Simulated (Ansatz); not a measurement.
# Co (P-3m1) in Ansatz: further runs

One crystal, Co, is run at these levels: PBEsol; tasks: relaxation of cell and atoms.

All numbers are computed with Ansatz 0.2.0; they aren't measurements. Logs are shortened: lines on timing, memory, paths and dates and some standing lists are left out, and cuts for length are marked.

## Step 1: The structure

Symmetry: P-3m1, No. 164, trigonal system. The conventional cell has a = 2.487 Å, b = 2.487 Å, c = 4.063 Å, α = 90.00°, β = 90.00°, γ = 120.00°. Co (site symmetry 3m) is surrounded by 12 Co at 2.42 to 2.55 Å.

## Step 2: Relaxation of cell and atoms, PBEsol, collinear spin, ferromagnetic start

input.yaml

```yaml
crystal:
  lattice:
    - [2.4873648738, 0.0, 0.0]
    - [-1.2436824369, 2.1541211692, 0.0]
    - [0.0, 0.0, 4.0632895034]
  atoms:
    - { symbol: Co, position: [0.3333333333, 0.6666666667, 0.740139], spin: 2.0 }
    - { symbol: Co, position: [0.6666666667, 0.3333333333, 0.259861], spin: 2.0 }
hamiltonian:
  xc: pbesol
  pseudopotentials: { kind: paw }
magnetization:
  spin_polarized: true
kpoints:
  mp_grid: { grid: [12, 12, 7] }
scf:
  occupations: { method: fermi_dirac, width: 0.05 }
output:
  forces: true
  stress: true
  eigenvalues: true
  write_density: true
  write_potential: true
  elf: true
  volumetric_format: npy
relax:
  f_tol: 0.01
  max_steps: 40
  cell: { stress_tol: 0.05 }
```

Potentials or basis: Ansatz PAW.

Launch:

```
$ ansatz run input.yaml --threads 2 --pin off --max-ram 5632MiB --backend cpu --events-out ev --progress --plain --runs-dir out
```

Standard output:

```text
Warning: RAYON_NUM_THREADS=2 ignored (pool sized by the plan → 2); use --threads N
Engine: ansatz 0.2.0, aarch64-unknown-linux-gnu
Pseudopotentials: kind: paw
Pseudopotential: Co, paw, valence charge 17, recommended cutoff 420 eV (normal), Co.paw.azcp
Functional definition: PBEsol
  exchange = pbesol_x
  correlation = pbesol_c
Crystal: 2 atoms, lattice volume = 21.771 Å³
Basis set: ecut = 420 eV, 391 PW (Γ), exchange–correlation on 36×36×60 points (8 copies of the dense FFT grid, shifted against one another)
Bands: 23, of which v1, the nominal top of the filled ones, is band 17 counted from 1 (16 counted from 0)
Symmetry: 12 space group operations
Space group: P-3m1 (ITA 164), of the structure as read, at distance tolerance 2.8e-5 Å
Magnetic group: BNS 164.85 (UNI 1315), of the structure as read, at distance tolerance 2.8e-5 Å
k-points: 112 of 1008
Non-local potential: Co, projectors of the file, l = 0: 3, l = 1: 2, l = 2: 3, l = 3: 1
PAW form: soft (Blöchl's): semilocal exchange-correlation on the pseudo side does not see the compensation charge
PAW frozen core: Co, regenerated for the run's functional, and the local potential with it (the file was generated under x = pbe(κ = 0.804, μ = 0.2195149727645171), c = pbe(β = 0.06672455060314922))
PAW one-centre angular grid: Co, 590 points (default); XC on 64 Gauss nodes
Initial density: superposition of atomic densities (chi_scale 0.1, normalization cell)
Starting moments: Σ|m| = 4 μB on 2 of 2 sites
Initial wavefunctions: pseudopotential atomic-orbital guess
Functional: x = pbesol(κ = 0.804, μ = 0.12345679012345678), c = pbesol(β = 0.046)
SCF iter   1: F=—  HF=-10185.616859 eV  |F-HF|=—  |Δ(HF+E_count)|=         —  Δρ=9.85e-2 (↑5.72e-2 ↓9.85e-2)  dr2=2.99e0  dr2_m=1.06e-1  M=3.600 μB ∫|m|=3.751 μB  β_m=0.30  ethr=3.10e-3  ⟨swp⟩=5.3  Hψ=19385  notcnv=0
Mixer restart at iter 1: flushing history
preconditioner: auto → none  [metal: Δε(μ)=0.009 eV  Ē_g=9.177 eV  σ=0.050 eV  W_gap=0.04  n_scr=8 (ndim 8)  ℏωp=33.8 eV  f_vac=0.000  D(μ)=1.09/eV (n_scr^D=8)  sad-step TF]
SCF iter   2: F=—  HF=-10184.633020 eV  |F-HF|=—  |Δ(HF+E_count)|=   9.84e-1  Δρ=3.72e-2 (↑1.14e-2 ↓3.72e-2)  dr2=2.45e-1  dr2_m=8.25e-2  M=3.587 μB ∫|m|=3.776 μB  β_m=0.35  ethr=3.10e-3  ⟨swp⟩=2.5  Hψ=10543  notcnv=0  defer=155
SCF iter   3: F=—  HF=-10185.152663 eV  |F-HF|=—  |Δ(HF+E_count)|=         —  Δρ=1.30e-2 (↑1.30e-2 ↓9.00e-3)  dr2=1.60e-2  dr2_m=1.28e-2  M=3.452 μB ∫|m|=3.676 μB  β_m=0.35  ethr=7.21e-4  ⟨swp⟩=2.1  Hψ=7254  notcnv=0  defer=155
Mixer restart at iter 3: flushing history
SCF iter   4: F=—  HF=-10185.513331 eV  |F-HF|=—  |Δ(HF+E_count)|=   3.61e-1  Δρ=7.40e-3 (↑7.40e-3 ↓7.35e-3)  dr2=8.21e-3  dr2_m=6.23e-3  M=3.408 μB ∫|m|=3.651 μB  β_m=0.57  ethr=4.70e-5  ⟨swp⟩=2.3  Hψ=9732  notcnv=0  defer=155
SCF iter   5: F=—  HF=-10185.873965 eV  |F-HF|=—  |Δ(HF+E_count)|=   3.61e-1  Δρ=9.77e-3 (↑3.52e-3 ↓9.77e-3)  dr2=1.66e-2  dr2_m=5.27e-3  M=3.312 μB ∫|m|=3.593 μB  β_m=0.50  ethr=2.42e-5  ⟨swp⟩=2.2  Hψ=10670  notcnv=0  defer=124
SCF iter   6: F=-10185.899990 eV  HF=-10185.947871 eV  |F-HF|=4.79e-2  |Δ(HF+E_count)|=   7.39e-2  Δρ=1.20e-2 (↑1.20e-2 ↓7.25e-3)  dr2=3.98e-2  dr2_m=1.32e-3  M=3.267 μB ∫|m|=3.564 μB  β_m=0.79  ethr=2.42e-5  ⟨swp⟩=2.1  Hψ=10775  notcnv=0  defer=99
SCF iter   7: F=-10185.934094 eV  HF=-10185.933885 eV  |F-HF|=2.10e-4  |Δ(HF+E_count)|=   1.40e-2  Δρ=6.19e-4 (↑6.18e-4 ↓6.19e-4)  dr2=2.53e-4  dr2_m=8.70e-7  M=3.265 μB ∫|m|=3.561 μB  β_m=0.75  ethr=2.42e-5  ⟨swp⟩=2.0  Hψ=11422  notcnv=0  defer=74
SCF iter   8: F=-10185.934145 eV  HF=-10185.934190 eV  |F-HF|=4.50e-5  |Δ(HF+E_count)|=   3.06e-4  Δρ=2.66e-4 (↑2.66e-4 ↓1.66e-4)  dr2=7.31e-5  dr2_m=2.46e-6  M=3.262 μB ∫|m|=3.559 μB  β_m=0.56  ethr=7.44e-7  ⟨swp⟩=2.0  Hψ=7105  notcnv=0  defer=74
SCF iter   9: F=-10185.934181 eV  HF=-10185.934173 eV  |F-HF|=8.57e-6  |Δ(HF+E_count)|=   1.75e-5  Δρ=1.81e-4 (↑1.81e-4 ↓6.18e-5)  dr2=5.01e-6  dr2_m=1.20e-6  M=3.262 μB ∫|m|=3.559 μB  β_m=0.78  ethr=2.15e-7  ⟨swp⟩=2.1  Hψ=6575  notcnv=0  defer=74
SCF iter  10: F=-10185.934184 eV  HF=-10185.934183 eV  |F-HF|=6.60e-7  |Δ(HF+E_count)|=   1.00e-5  Δρ=8.00e-5 (↑2.72e-5 ↓8.00e-5)  dr2=1.47e-6  dr2_m=1.55e-7  M=3.262 μB ∫|m|=3.558 μB  β_m=0.89  ethr=1.47e-8  ⟨swp⟩=2.0  Hψ=7010  notcnv=0  defer=74
SCF iter  11: F=-10185.934184 eV  HF=-10185.934184 eV  |F-HF|=1.94e-9  |Δ(HF+E_count)|=   1.36e-6  Δρ=8.09e-6 (↑7.64e-6 ↓8.09e-6)  dr2=1.39e-9  dr2_m=1.16e-8  M=3.262 μB ∫|m|=3.558 μB  β_m=0.89  ethr=4.32e-9  ⟨swp⟩=2.1  Hψ=7308  notcnv=0  defer=74
SCF iter  12: F=-10185.934184 eV  HF=-10185.934184 eV  |F-HF|=1.71e-9  |Δ(HF+E_count)|=   2.56e-9  Δρ=2.27e-6 (↑2.16e-6 ↓2.27e-6)  dr2=1.99e-9  dr2_m=1.97e-11  M=3.262 μB ∫|m|=3.558 μB  ethr=4.10e-12  ⟨swp⟩=5.9  Hψ=28070  notcnv=0
at 1 of the mixer's solves, the last at iteration 5, it left a direction of its history that read negative out of its fit and stepped the other way along it
SCF 1 converged in 12 iterations: F = -10185.934184 eV  dr2 = 1.99e-9
[... 87 lines left out ...]
preconditioner: auto → none  [metal: Δε(μ)=0.027 eV  Ē_g=9.879 eV  σ=0.050 eV  W_gap=0.13  n_scr=2 (ndim 8)  ℏωp=34.6 eV  f_vac=0.000  D(μ)=1.91/eV (n_scr^D=22)]
SCF iter   2: F=—  HF=-10185.987871 eV  |F-HF|=—  |Δ(HF+E_count)|=   8.78e-9  Δρ=1.02e-6 (↑1.02e-6 ↓7.12e-7)  dr2=9.45e-10  dr2_m=3.71e-11  M=3.131 μB ∫|m|=3.405 μB  β_m=0.44  ethr=5.27e-12  ⟨swp⟩=2.2  Hψ=8974  notcnv=0
SCF iter   3: F=—  HF=-10185.987871 eV  |F-HF|=—  |Δ(HF+E_count)|=  8.19e-11  Δρ=5.60e-7 (↑3.67e-7 ↓5.60e-7)  dr2=4.21e-11  dr2_m=4.88e-12  M=3.131 μB ∫|m|=3.405 μB  β_m=0.48  ethr=2.78e-12  ⟨swp⟩=2.0  Hψ=7055  notcnv=0
SCF iter   4: F=—  HF=-10185.987871 eV  |F-HF|=—  |Δ(HF+E_count)|=  3.33e-10  Δρ=2.59e-7 (↑1.77e-7 ↓2.59e-7)  dr2=2.67e-11  dr2_m=1.54e-12  M=3.131 μB ∫|m|=3.405 μB  β_m=0.56  ethr=1.00e-12  ⟨swp⟩=1.0  Hψ=5152  notcnv=0
SCF iter   5: F=—  HF=-10185.987871 eV  |F-HF|=—  |Δ(HF+E_count)|=  1.55e-10  Δρ=2.94e-7 (↑1.19e-7 ↓2.94e-7)  dr2=1.33e-11  dr2_m=5.80e-12  M=3.131 μB ∫|m|=3.405 μB  β_m=0.78  ethr=1.00e-12  ⟨swp⟩=1.0  Hψ=5152  notcnv=0
SCF iter   6: F=—  HF=-10185.987871 eV  |F-HF|=—  |Δ(HF+E_count)|=  1.66e-10  Δρ=1.35e-7 (↑8.93e-8 ↓1.35e-7)  dr2=1.16e-12  dr2_m=2.17e-12  M=3.131 μB ∫|m|=3.405 μB  β_m=0.89  ethr=1.00e-12  ⟨swp⟩=1.1  Hψ=5182  notcnv=0
SCF iter   7: F=-10185.987871 eV  HF=-10185.987871 eV  |F-HF|=0.00e0  |Δ(HF+E_count)|=  2.18e-11  Δρ=3.14e-8 (↑3.14e-8 ↓2.09e-8)  dr2=2.87e-13  dr2_m=6.02e-15  M=3.131 μB ∫|m|=3.405 μB  ethr=1.00e-12  ⟨swp⟩=4.0  Hψ=20538  notcnv=0
SCF 8 converged in 7 iterations: F = -10185.987871 eV  dr2 = 2.87e-13
relax step   8: F+E_penalty+E_count = -10185.98787082 eV  Δ(F+E_penalty+E_count) = +1.152e-5 eV  max|allowed force component| = 8.412e-5 eV/Å  Δτ_max = 0.0000 Å  P = -0.003 GPa  Ω = 20.735 Å³  stress off target by 3.98e-3 GPa  SCF on the basis re-selected at this cell (its energy is not comparable with the rows above)  (7 SCF iters)
basis re-selected at this cell: Δ(F+E_penalty+E_count) = +1.152e-5 eV, ΔP = -0.000 GPa vs the last step (what re-selecting the basis moved, of the pressure what is left beyond the Pulay correction that the steps carried, after the strain that the cell walked since its last selection, with what the two solves' SCF thresholds leave and, on support functions, any second-order correction that the steps lacked; it is no measure of the basis error at this ecutwfc). This SCF's stress stands 3.98e-3 GPa from its target on what of the cell is left free (relax.cell.stress_tol is 5.00e-2 GPa) and its largest allowed force component is 8.41e-5 eV/Å (relax.f_tol is 1.00e-2 eV/Å): within both
SCF converged after 7 iterations
Magnetization: 3.1308 μB (18.5654 up, 15.4346 down)
Absolute magnetization: 3.4062 μB (∫|ρ↑−ρ↓|, with the PAW one-centre terms)
Spin contamination: 0.0450 ħ² per cell (⟨S²⟩ above its minimum at these occupations)
Per-site moments (μB) at R_I (Å): [(1.6291910641028182, 1.0055479047404472), (1.6291910641028193, 1.0055479047404472)]
Free energy (F): -10185.987871 eV
Harris-Foulkes:  -10185.987871 eV  (|F-HF|=0.00e0)
Internal energy: -10185.972421 eV  (E = F + TS)
E sigma→0 (E₀):  -10185.980146 eV
Entropy (-TS):   -0.015450 eV (-7.725 meV/atom)
Fermi energy:    19.543846 eV
--- Per-component energies (eV) ---
  E_band       = -457.468332
  E_kinetic    = 910.194841
  E_local      = -5533.659137  (includes V_loc(G=0)·N_el)
  E_nonlocal   = 910.994033
  E_hartree    = 2319.630241
  E_xc         = -316.463236
  E_vxc        = -410.309994  (∫ρ·V_xc dr)
  E_paw        = -2965.103131  (= ΣΔE_a)
  E_vpaw       = -973.948622  (= ΣTr[D̂ρ^β])
  E_aug_tail   = 0.000117  (compensation charges beyond the density's cutoff)
  E_ewald      = -5511.942988
  E_core_change = 0.376838  (= ΣΔE_core)
  E_smearing   = -0.015450  (= −TS)
  E_closure    = 0.000000  (closes the sum)
  Σ components = -10185.987871   (vs F -10185.987871, Δ=0.00e0)
--- Forces (eV/Å), atoms counted from 1 ---
  atom   1  Co     0.00000000    -0.00000000     0.00008412
  atom   2  Co    -0.00000000     0.00000000    -0.00008412
  max |Σ_I F_I| component: 9.25e-18 eV/Å
--- Stress (GPa, compression-positive) ---
       -0.002772       0.000000       0.000000
        0.000000      -0.002772      -0.000000
        0.000000      -0.000000      -0.003976
  P = ⅓ Tr σ = -0.0032 GPa (-0.032 kbar)
--- Band table (eV; the first three rows and the last of 224) ---
  k-point 0 ↑: bands = ["-76.2094", "-76.1380", "-39.7731", "-39.4385", "-39.4385", "-39.3812", "-39.3812", "-39.3773", "10.2030", "14.1350", "16.8932", "16.9047", "16.9047", "17.2515", "17.2515", "17.6263", "17.6263", "18.8384", "18.8384", "19.3230", "26.2891", "41.5992", "44.4315"]
  k-point 1 ↑: bands = ["-76.2059", "-76.1416", "-39.7539", "-39.4357", "-39.4357", "-39.3972", "-39.3841", "-39.3841", "10.4171", "14.0887", "16.8344", "16.8474", "16.8474", "17.1900", "17.1900", "17.7638", "17.7638", "18.5686", "18.8269", "18.8269", "27.4585", "41.5018", "43.7042"]
  k-point 2 ↑: bands = ["-76.1960", "-76.1515", "-39.6997", "-39.4529", "-39.4278", "-39.4278", "-39.3920", "-39.3920", "11.0383", "13.8181", "16.6859", "16.7790", "16.7790", "17.0438", "17.0438", "17.3141", "18.0558", "18.0558", "18.7656", "18.7656", "30.0713", "40.0749", "41.9995"]
  k-point 111 ↓: bands = ["-74.1428", "-74.1428", "-37.7670", "-37.7670", "-37.6957", "-37.6670", "-37.5117", "-37.5117", "16.6823", "16.7696", "16.7944", "16.7944", "17.6918", "17.6918", "19.2195", "19.4961", "20.6889", "20.6889", "26.0905", "26.0905", "27.2430", "28.5252", "30.2850"]
--- Relaxed structure (6 steps of the walk, 6 accepted, 2 SCFs on fresh bases) ---
  F+E_penalty+E_count = -10185.98787082 eV   max|allowed force component| = 8.412e-5 eV/Å   (the final SCF, on the basis selected at the relaxed cell)
  cell:  # Å, volume = 20.7347 Å³
    - [2.4574763109623476, 4.820673731596442e-34, -6.688066203144763e-18]
    - [-1.2287381554811738, 2.12823691449186, 3.3440331015723818e-18]
    - [-1.0925437392590693e-17, -3.7513508373743265e-34, 3.9645032341685815]
  atoms:
    - { symbol: Co, position: [0.3333333333333333, 0.6666666666666666, 0.7499986322512902] }
    - { symbol: Co, position: [0.6666666666666665, 0.3333333333333333, 0.2500013677487101] }
```

Run time: 40 s. Hardware: 2 threads of Arm Neoverse V1, shared host; peak memory 0.38 GiB.

What came out:

- Free energy: -10185.9879 eV
- Relaxed volume: 10.37 Å³/atom
- Relaxed cell: a = 2.457 Å, b = 2.457 Å, c = 3.965 Å, α = 90.00°, β = 90.00°, γ = 120.00°
- Space group after relaxing (to 0.05 Å): P6_3/mmc (No. 194)
- Energy gained by relaxing: 26.8 meV/atom
- Ionic steps: 8
- Pressure after relaxing: 0.0 GPa
- Band gap on the k mesh: none (metal or under the smearing width)
- Net moment: 3.13 μB per cell
- Absolute moment: 3.41 μB per cell
- Site moments: Co +1.63 μB

Step by step:
```tsv
step	energy change (eV)	largest force (eV/Å)	volume (Å³)
1	0.0000	0.4425	21.77
2	-0.0363	0.3659	21.21
3	-0.0538	0.0088	20.59
4	-0.0547	0.0026	20.74
5	-0.0547	0.0000	20.74
6	-0.0537	0.0000	20.74
7	-0.0537	0.0000	20.73
8	-0.0537	0.0001	20.73
```

Final structure:
```
Co
1.0
     2.45748    0.00000    0.00000
    -1.22874    2.12824    0.00000
     0.00000    0.00000    3.96450
Co
2
Direct
  0.33333 0.66667 0.75000
  0.66667 0.33333 0.25000
```

Levels at points of the mesh, in eV from the Fermi level:
Spin up:
| k point | band 15 | band 16 | band 17 | band 18 | band 19 | band 20 | band 21 | band 22 | band 23 |
| --- | --- | --- | --- | --- | --- | --- | --- | --- | --- |
| (0.00, 0.00, 0.00) | -2.29 | -1.92 | -1.92 | -0.71 | -0.71 | -0.22 | 6.75 | 22.06 | 24.89 |
| (0.00, -0.50, 0.00) | -2.20 | -0.57 | -0.45 | -0.41 | 1.40 | 3.49 | 9.93 | 10.62 | 13.07 |
Spin down:
```
            k point  band 12  band 13  band 14  band 15  band 16  band 17  band 18  band 19
 (0.00, 0.00, 0.00)    -1.06    -1.06    -0.65    -0.65    -0.21    -0.21    -0.20     1.12
(0.00, -0.50, 0.00)    -2.01    -1.24    -1.13    -0.67     1.26     1.41     1.44     2.68
```

Caveat: the plane-wave basis is chosen anew once the cell has moved, so the energies of steps on either side of that aren't comparable; the PAW data sets come from PBE, with cores solved anew for the run's functional, which leaves a small shift of forces and pressure.

## Step 3: Relaxation of cell and atoms, PBEsol, collinear spin, ferromagnetic start, target pressure 2 GPa, at which the enthalpy is minimised

input.yaml: that of step 2 with these lines changed.

```diff
@@ -21,6 +21,2 @@
   eigenvalues: true
-  write_density: true
-  write_potential: true
-  elf: true
-  volumetric_format: npy
 relax:
@@ -28,2 +24,2 @@
   max_steps: 40
-  cell: { stress_tol: 0.05 }
+  cell: { stress_tol: 0.05, p_target: 2.0 }
```

Potentials or basis: Ansatz PAW.

Launch:

```
$ ansatz run input.yaml --threads 2 --pin off --max-ram 5632MiB --backend cpu --events-out ev --progress --plain --runs-dir out
```

It took 37 s on 2 threads of Arm Neoverse V1, shared host; peak memory 0.38 GiB.

The run converged. Its results:

```yaml
Free_energy: -10185.9868 eV
Relaxed_volume: 10.28 Å³/atom
Relaxed_cell: a = 2.450 Å, b = 2.450 Å, c = 3.954 Å, α = 90.00°, β = 90.00°, γ = 120.00°
Space_group_after_relaxing_to_0.05_Å: P6_3/mmc (No. 194)
Energy_change_on_relaxing_the_enthalpy_is_what_falls: -26.3 meV/atom
Ionic_steps: 8
Pressure_after_relaxing: 2.0 GPa
Band_gap_on_the_k_mesh: none (metal or under the smearing width)
Net_moment: 3.11 μB per cell
Absolute_moment: 3.38 μB per cell
Site_moments: Co +1.62 μB
```

The path:
```csv
step,energy change (eV),largest force (eV/Å),volume (Å³)
1,0.0000,0.4425,21.77
2,-0.0396,0.3706,21.10
3,-0.0508,0.0078,20.41
4,-0.0538,0.0000,20.57
5,-0.0527,0.0000,20.57
6,-0.0526,0.0000,20.56
7,-0.0526,0.0000,20.56
8,-0.0526,0.0000,20.56
```

Final structure:
```
Co
1.0
     2.45041    0.00000    0.00000
    -1.22521    2.12212    0.00000
     0.00000    0.00000    3.95380
Co
2
Direct
  0.33333 0.66667 0.75000
  0.66667 0.33333 0.25000
```

Levels at points of the mesh, in eV from the Fermi level:
Spin up:
```csv
k point,band 15,band 16,band 17,band 18,band 19,band 20,band 21,band 22,band 23
"(0.00, 0.00, 0.00)",-2.30,-1.92,-1.92,-0.69,-0.69,-0.23,6.82,22.13,25.05
"(0.00, -0.50, 0.00)",-2.20,-0.56,-0.43,-0.39,1.43,3.54,10.00,10.70,13.15
```
Spin down:
| k point | band 12 | band 13 | band 14 | band 15 | band 16 | band 17 | band 18 | band 19 |
| --- | --- | --- | --- | --- | --- | --- | --- | --- |
| (0.00, 0.00, 0.00) | -1.08 | -1.08 | -0.67 | -0.67 | -0.22 | -0.22 | -0.20 | 1.12 |
| (0.00, -0.50, 0.00) | -2.02 | -1.26 | -1.15 | -0.69 | 1.26 | 1.42 | 1.45 | 2.71 |

Caveat: the plane-wave basis is chosen anew once the cell has moved, so the energies of steps on either side of that aren't comparable; the PAW data sets come from PBE, with cores solved anew for the run's functional, which leaves a small shift of forces and pressure.

(Continued in part 2 of 2.)
